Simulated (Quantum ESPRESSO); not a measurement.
The system is Be.

```
Be
1.0
     2.28530    0.00000    0.00000
    -1.14265    1.97913    0.00000
     0.00000    0.00000    3.58420
Be
2
Direct
  0.66667 0.33333 0.75000
  0.33333 0.66667 0.25000
```

| Item | Value |
| --- | --- |
| Program | Quantum ESPRESSO 7.5 |
| Task | phonons |
| Functional | PBE |
| Potentials or basis | GBRV 1.5 PBE |
| Cutoff | 612 eV |
| Density cutoff | 4898 eV |
| k mesh | 13 × 13 × 8 |
| Occupations | cold, width 0.2 eV |
| Spin | no spin polarisation |
| Mixing beta | 0.5 |
| Most SCF iterations | 120 |
| SCF threshold | 4e-10 Ry |

The cell and the atoms were relaxed first, to 7.95 Å³/atom (a = 2.274 Å, b = 2.274 Å, c = 3.551 Å, α = 90.00°, β = 90.00°, γ = 120.00°), and the response was taken there.

```
Be
1.0
     2.27430    0.00000    0.00000
    -1.13715    1.96960    0.00000
     0.00000    0.00000    3.55059
Be
2
Direct
  0.66667 0.33333 0.75000
  0.33333 0.66667 0.25000
```

Q: What is the highest optical frequency at the zone centre?

A: 698 cm⁻¹, a mode of symmetry B1g (silent).

Optical modes at Γ, degenerate ones joined:
```
cm⁻¹  components  symmetry  active in
 477           2       E2g      Raman
 698           1       B1g     silent
```

Caveat: the mesh is thin for the phonons of a metal; before the sum rule the acoustic modes lie tens of cm⁻¹ from zero, a sign that the density grid also shifts the optical modes.
